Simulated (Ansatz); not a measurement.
# HgTe (Fm-3m) in Ansatz: a series of runs

One crystal, HgTe, is run at these levels: PBE, PBE+D3(BJ), PBE+D4; tasks: single point, relaxation of cell and atoms.

Program: Ansatz 0.2.0. These are calculated values, not measurements. Logs are shortened: lines on timing, memory, paths and dates and some standing lists are left out, and cuts for length are marked.

## (1) The crystal as given

It takes space group Fm-3m (No. 225, cubic). Conventional cell: a = 6.360 Å, b = 6.360 Å, c = 6.360 Å, α = 90.00°, β = 90.00°, γ = 90.00°. Hg (site symmetry m-3m) is surrounded by 6 Te at 3.18 Å. Around Te (site symmetry m-3m) lie 6 Hg at 3.18 Å.

Measurements of this composition are mostly on another form, of space group No. 216.

## (2) Single point, PBE

Input file input.yaml:

```yaml
crystal:
  lattice:
    - [0.0, 3.18, 3.18]
    - [3.18, 0.0, 3.18]
    - [3.18, 3.18, 0.0]
  atoms:
    - { symbol: Hg, position: [0.0, 0.0, 0.0] }
    - { symbol: Te, position: [0.5, 0.5, 0.5] }
hamiltonian:
  xc: pbe
  pseudopotentials: { kind: paw }
kpoints:
  mp_grid: { grid: [7, 7, 7] }
scf:
  occupations: { method: gaussian, width: 0.026 }
output:
  forces: true
  stress: true
  eigenvalues: true
```

Potentials or basis: Ansatz PAW.

Run with:

```bash
$ ansatz run input.yaml --threads 2 --pin off --max-ram 5632MiB --backend cpu --events-out ev --progress --plain --runs-dir out
```

Output:

```text
Warning: RAYON_NUM_THREADS=2 ignored (pool sized by the plan → 2); use --threads N
Engine: ansatz 0.2.0, aarch64-unknown-linux-gnu
Pseudopotentials: kind: paw
Pseudopotential: Hg, paw, valence charge 20, recommended cutoff 420 eV (normal), Hg.paw.azcp
Pseudopotential: Te, paw, valence charge 16, recommended cutoff 420 eV (normal), Te.paw.azcp
Functional definition: PBE
  parameter kappa = 0.804
  parameter beta = 0.06672455060314922
  exchange = pbe_x(kappa = kappa, mu = beta*pi^2/3)
  correlation = pbe_c(beta = beta)
Crystal: 2 atoms, lattice volume = 64.315 Å³
Basis set: ecut = 420 eV, 1243 PW (Γ), exchange–correlation on 64×64×64 points (8 copies of the dense FFT grid, shifted against one another)
Bands: 22, of which v1, the nominal top of the filled ones, is band 18 counted from 1 (17 counted from 0)
Symmetry: 48 space group operations
Space group: Fm-3m (ITA 225), of the structure as read, at distance tolerance 4.0e-5 Å
k-points: 20 of 343
Non-local potential: Hg, projectors of the file, l = 0: 3, l = 1: 2, l = 2: 2, l = 3: 1
Non-local potential: Te, projectors of the file, l = 0: 2, l = 1: 2, l = 2: 2, l = 3: 2
PAW form: soft (Blöchl's): semilocal exchange-correlation on the pseudo side does not see the compensation charge
PAW one-centre angular grid: Hg, 590 points (default); XC on 64 Gauss nodes
PAW one-centre angular grid: Te, 590 points (default); XC on 64 Gauss nodes
Initial density: superposition of atomic densities (neutral atoms: chi_scale 0, normalization atom), corrected by the library's trained network
Initial wavefunctions: pseudopotential atomic-orbital guess
Functional: x = pbe(κ = 0.804, μ = 0.2195149727645171), c = pbe(β = 0.06672455060314922)
SCF iter   1: F=—  HF=-20793.376169 eV  |F-HF|=—  |Δ(HF+E_count)|=         —  Δρ=8.01e-4  dr2=5.58e-4  ethr=1.77e-3  ⟨swp⟩=6.1  Hψ=2072  notcnv=0
preconditioner: auto → LDOS  [insulator: Δε(μ)=0.114 eV  Ē_g=9.902 eV  σ=0.026 eV  W_gap=0.75  n_scr=14 (ndim 8)  ℏωp=19.6 eV  f_vac=0.047  D(μ)=1.21/eV (n_scr^D=8)  ε∞_Penn≈4.9  β→1.0]
SCF iter   2: F=—  HF=-20793.376478 eV  |F-HF|=—  |Δ(HF+E_count)|=   3.09e-4  Δρ=5.77e-4  dr2=1.57e-4  ethr=1.55e-6  ⟨swp⟩=3.0  Hψ=1141  notcnv=0  defer=1
SCF iter   3: F=—  HF=-20793.376433 eV  |F-HF|=—  |Δ(HF+E_count)|=   4.53e-5  Δρ=1.31e-4  dr2=1.26e-5  ethr=4.36e-7  ⟨swp⟩=2.0  Hψ=784  notcnv=0  defer=1
SCF iter   4: F=—  HF=-20793.376428 eV  |F-HF|=—  |Δ(HF+E_count)|=   4.49e-6  Δρ=2.25e-5  dr2=3.91e-7  ethr=3.51e-8  ⟨swp⟩=2.0  Hψ=620  notcnv=0  defer=1
iter 5 did not close the SCF: its close was put off for the readings that it lacked (scf_convergence_deferred on its scf_iter line)
SCF iter   5: F=-20793.376428 eV  HF=-20793.376428 eV  |F-HF|=1.74e-9  |Δ(HF+E_count)|=   6.51e-8  Δρ=4.88e-6  dr2=8.11e-9  ethr=1.09e-9  ⟨swp⟩=2.0  Hψ=720  notcnv=0  defer=1
SCF iter   6: F=-20793.376428 eV  HF=-20793.376428 eV  |F-HF|=6.18e-11  |Δ(HF+E_count)|=   5.00e-9  Δρ=9.97e-7  dr2=7.21e-10  ethr=2.25e-11  ⟨swp⟩=2.4  Hψ=1677  notcnv=0
SCF 1 converged in 6 iterations: F = -20793.376428 eV  dr2 = 7.21e-10
SCF converged after 6 iterations
Free energy (F): -20793.376428 eV
Harris-Foulkes:  -20793.376428 eV  (|F-HF|=6.18e-11)
Internal energy: -20793.376020 eV  (E = F + TS)
E sigma→0 (E₀):  -20793.376224 eV
Entropy (-TS):   -0.000409 eV (-0.204 meV/atom)
Fermi energy:    9.032501 eV
--- Per-component energies (eV) ---
  E_band       = -741.806348
  E_kinetic    = 780.979673
  E_local      = -4285.721944  (includes V_loc(G=0)·N_el)
  E_nonlocal   = -237.496616
  E_hartree    = 2092.890518
  E_xc         = -342.932325
  E_vxc        = -364.001375  (∫ρ·V_xc dr)
  E_paw        = -14606.748128  (= ΣΔE_a)
  E_vpaw       = -821.348304  (= ΣTr[D̂ρ^β])
  E_aug_tail   = 0.000743  (compensation charges beyond the density's cutoff)
  E_ewald      = -4194.347942
  E_smearing   = -0.000409  (= −TS)
  E_closure    = 0.000000  (closes the sum)
  Σ components = -20793.376428   (vs F -20793.376428, Δ=0.00e0)
--- Forces (eV/Å), atoms counted from 1 ---
  atom   1  Hg    -0.00000000    -0.00000000    -0.00000000
  atom   2  Te     0.00000000    -0.00000000     0.00000000
  max |Σ_I F_I| component: 2.33e-29 eV/Å
--- Stress (GPa, compression-positive) ---
       -3.751917       0.000000       0.000000
        0.000000      -3.751917      -0.000000
       -0.000000      -0.000000      -3.751917
  P = ⅓ Tr σ = -3.7519 GPa (-37.519 kbar)
--- Band table (eV; the first three rows and the last of 20) ---
  k-point 0: bands = ["-105.3106", "-53.7604", "-53.7604", "-53.7604", "-27.4225", "-27.4225", "-27.4225", "-27.4212", "-27.4212", "-2.2372", "2.7370", "2.7370", "2.7858", "2.7858", "2.7858", "7.6420", "8.4683", "8.4683", "8.4683", "16.4767", "16.4767", "16.4767"]
  k-point 1: bands = ["-105.3106", "-53.7605", "-53.7604", "-53.7604", "-27.4225", "-27.4224", "-27.4224", "-27.4212", "-27.4212", "-2.1029", "2.6921", "2.6921", "2.7716", "2.8046", "2.8046", "6.3317", "8.5844", "8.5844", "9.7175", "14.8290", "15.3976", "15.3976"]
  k-point 2: bands = ["-105.3106", "-53.7605", "-53.7605", "-53.7605", "-27.4224", "-27.4223", "-27.4223", "-27.4210", "-27.4210", "-1.7578", "2.5887", "2.5887", "2.7070", "2.8545", "2.8545", "4.9428", "8.8683", "8.8683", "10.9103", "13.2978", "14.0830", "14.0830"]
  k-point 19: bands = ["-105.3106", "-53.7605", "-53.7605", "-53.7605", "-27.4223", "-27.4220", "-27.4216", "-27.4213", "-27.4208", "-1.3588", "2.5991", "2.7514", "2.8149", "2.9429", "3.1540", "4.9970", "6.2324", "7.0675", "10.2408", "13.7623", "15.4489", "16.0251"]
```

It took 0.81 s on 2 threads of Arm Neoverse V2, shared host; peak memory 0.33 GiB.

Results:

```yaml
Free_energy: -20793.3764 eV
Pressure: -3.8 GPa
Band_gap_on_the_k_mesh: none (metal or under the smearing width)
```

Levels at points of the mesh, in eV from the Fermi level:
```tsv
k point	band 15	band 16	band 17	band 18	band 19	band 20	band 21	band 22
(0.00, 0.00, 0.00)	-6.25	-1.39	-0.56	-0.56	-0.56	7.44	7.44	7.44
```

Spin-orbit coupling is left out, which matters for the levels of Hg, Te.

## (3) Single point, PBE

Edit input.yaml of step 2 so:

```diff
@@ -14,3 +14,3 @@
 scf:
-  occupations: { method: gaussian, width: 0.026 }
+  occupations: { method: gaussian, width: 0.027 }
 output:
```

Potentials or basis: Ansatz PAW.

Run with:

```bash
$ ansatz run input.yaml --threads 2 --pin off --max-ram 5632MiB --backend cpu --events-out ev --progress --plain --runs-dir out
```

Wall time 0.84 s (2 threads of Arm Neoverse V2, shared host); peak memory 0.33 GiB.

Results (log left out):

- Free energy: -20793.3764 eV
- Pressure: -3.8 GPa
- Band gap on the k mesh: none (metal or under the smearing width)

Levels at points of the mesh, in eV from the Fermi level:
```
           k point  band 16  band 17  band 18  band 19  band 20  band 21
(0.00, 0.00, 0.00)    -1.39    -0.56    -0.56    -0.56     7.44     7.44
```

## (4) Single point, PBE

Edit input.yaml of step 3 so:

```diff
@@ -14,3 +14,3 @@
 scf:
-  occupations: { method: gaussian, width: 0.027 }
+  occupations: { method: gaussian, width: 0.028 }
 output:
```

Run with:

```bash
$ ansatz run input.yaml --threads 2 --pin off --max-ram 5632MiB --backend cpu --events-out ev --progress --plain --runs-dir out
```

It took 0.84 s on 2 threads of Arm Neoverse V2, shared host; peak memory 0.33 GiB.

The run converged. Its results:

- Free energy: -20793.3765 eV
- Pressure: -3.8 GPa
- Band gap on the k mesh: none (metal or under the smearing width)

Levels at points of the mesh, in eV from the Fermi level:
```
           k point  band 14  band 15  band 16  band 17  band 18  band 19  band 20  band 21  band 22
(0.00, 0.00, 0.00)    -6.25    -6.25    -1.39    -0.57    -0.57    -0.57     7.44     7.44     7.44
```

## (5) Relaxation of cell and atoms, PBE+D3(BJ)

Edit input.yaml of step 4 so:

```diff
@@ -11,2 +11,3 @@
   pseudopotentials: { kind: paw }
+  dispersion: d3bj
 kpoints:
@@ -14,3 +15,3 @@
 scf:
-  occupations: { method: gaussian, width: 0.028 }
+  occupations: { method: fermi_dirac, width: 0.05 }
 output:
@@ -19 +20,5 @@
   eigenvalues: true
+relax:
+  f_tol: 0.01
+  max_steps: 40
+  cell: { stress_tol: 0.05 }
```

Run with:

```bash
$ ansatz run input.yaml --threads 2 --pin off --max-ram 5632MiB --backend cpu --events-out ev --progress --plain --runs-dir out
```

Wall time 4.1 s (2 threads of Arm Neoverse V2, shared host); peak memory 0.34 GiB.

The run converged. Its results:

```
Free energy                            : -20794.3559 eV
Relaxed volume                         : 27.47 Å³/atom
Relaxed cell                           : a = 4.267 Å, b = 4.267 Å, c = 4.267 Å, α = 60.00°, β = 60.00°, γ = 60.00°
Space group after relaxing (to 0.05 Å) : Fm-3m (No. 225)
Energy gained by relaxing              : 100.1 meV/atom
Ionic steps                            : 5
Pressure after relaxing                : 0.0 GPa
Band gap on the k mesh                 : none (metal or under the smearing width)
```

The path:
| step | energy change (eV) | largest force (eV/Å) | volume (Å³) |
| --- | --- | --- | --- |
| 1 | 0.0000 | 0.0000 | 64.31 |
| 2 | -0.2014 | 0.0000 | 55.36 |
| 3 | -0.2020 | 0.0000 | 54.77 |
| 4 | -0.2020 | 0.0000 | 54.94 |
| 5 | -0.2001 | 0.0000 | 54.94 |

Final structure:
```yaml
crystal:
  lattice:
    - [0.00000, 3.01738, 3.01738]
    - [3.01738, 0.00000, 3.01738]
    - [3.01738, 3.01738, 0.00000]
  atoms:
    - { symbol: Hg, position: [0.00000, 0.00000, 0.00000] }
    - { symbol: Te, position: [0.50000, 0.50000, 0.50000] }
```

Levels at points of the mesh, in eV from the Fermi level:
```csv
k point,band 15,band 16,band 17,band 18,band 19,band 20,band 21,band 22
"(0.00, 0.00, 0.00)",-6.82,-0.87,-0.83,-0.83,-0.83,7.67,7.67,7.67
```

Caveat: the plane-wave basis is chosen anew once the cell has moved, so the energies of steps on either side of that aren't comparable; the volume moved by -15 % from the deposited cell, more than functionals usually miss; pairwise dispersion overbinds metals, which lowers pressure and volume. The run has no spin-orbit coupling, so splittings on Hg, Te are missing.

## (6) Relaxation of cell and atoms, PBE+D4

Edit input.yaml of step 5 so:

```diff
@@ -11,3 +11,3 @@
   pseudopotentials: { kind: paw }
-  dispersion: d3bj
+  dispersion: d4
 kpoints:
@@ -20,2 +20,6 @@
   eigenvalues: true
+  write_density: true
+  write_potential: true
+  elf: true
+  volumetric_format: npy
 relax:
```

Potentials or basis: Ansatz PAW.

Run with:

```bash
$ ansatz run input.yaml --threads 2 --pin off --max-ram 5632MiB --backend cpu --events-out ev --progress --plain --runs-dir out
```

Run time: 4.5 s. Hardware: 2 threads of Arm Neoverse V2, shared host; peak memory 0.35 GiB.

Results (log left out):

```yaml
Free_energy: -20794.4069 eV
Relaxed_volume: 27.48 Å³/atom
Relaxed_cell: a = 4.268 Å, b = 4.268 Å, c = 4.268 Å, α = 60.00°, β = 60.00°, γ = 60.00°
Space_group_after_relaxing_to_0.05_Å: Fm-3m (No. 225)
Energy_gained_by_relaxing: 100.1 meV/atom
Ionic_steps: 5
Pressure_after_relaxing: 0.0 GPa
Band_gap_on_the_k_mesh: none (metal or under the smearing width)
```

The path:
```tsv
step	energy change (eV)	largest force (eV/Å)	volume (Å³)
1	0.0000	0.0000	64.31
2	-0.2016	0.0000	55.36
3	-0.2022	0.0000	54.80
4	-0.2022	0.0000	54.97
5	-0.2003	0.0000	54.97
```

Final structure:
```
Hg Te
1.0
     0.00000    3.01777    3.01777
     3.01777    0.00000    3.01777
     3.01777    3.01777    0.00000
Hg Te
1 1
Direct
  0.00000 0.00000 0.00000
  0.50000 0.50000 0.50000
```

Levels at points of the mesh, in eV from the Fermi level:
| k point | band 15 | band 16 | band 17 | band 18 | band 19 | band 20 | band 21 | band 22 |
| --- | --- | --- | --- | --- | --- | --- | --- | --- |
| (0.00, 0.00, 0.00) | -6.82 | -0.88 | -0.83 | -0.83 | -0.83 | 7.67 | 7.67 | 7.67 |

Caveat: the plane-wave basis is chosen anew once the cell has moved, so the energies of steps on either side of that aren't comparable; the volume moved by -15 % from the deposited cell, more than functionals usually miss; pairwise dispersion overbinds metals, which lowers pressure and volume. The run has no spin-orbit coupling, so splittings on Hg, Te are missing.

## (7) The runs side by side

| task | level | cell | smearing | gap on the mesh (eV) | pressure (GPa) | relaxed volume (Å³/atom) |
| --- | --- | --- | --- | --- | --- | --- |
| single point | PBE | as given | gaussian 0.026 eV | none | -3.8 | - |
| single point | PBE | as given | gaussian 0.027 eV | none | -3.8 | - |
| single point | PBE | as given | gaussian 0.028 eV | none | -3.8 | - |
| relaxation of cell and atoms | PBE+D3(BJ) | relaxed | fermi-dirac 0.05 eV | none | 0.0 | 27.47 |
| relaxation of cell and atoms | PBE+D4 | relaxed | fermi-dirac 0.05 eV | none | 0.0 | 27.48 |

Alike in all rows: potentials or basis Ansatz PAW; no spin polarisation; k mesh 7 × 7 × 7; cutoff (eV) 420.

Every run on the cell as given and a fine mesh finds a metal.

Caveats: the plane-wave basis is chosen anew once the cell has moved, so the energies of steps on either side of that aren't comparable (some runs); the volume moved by -15 % from the deposited cell, more than functionals usually miss (some runs); pairwise dispersion overbinds metals, which lowers pressure and volume (some runs).

Absolute energies hang on the potentials; compare differences alone.
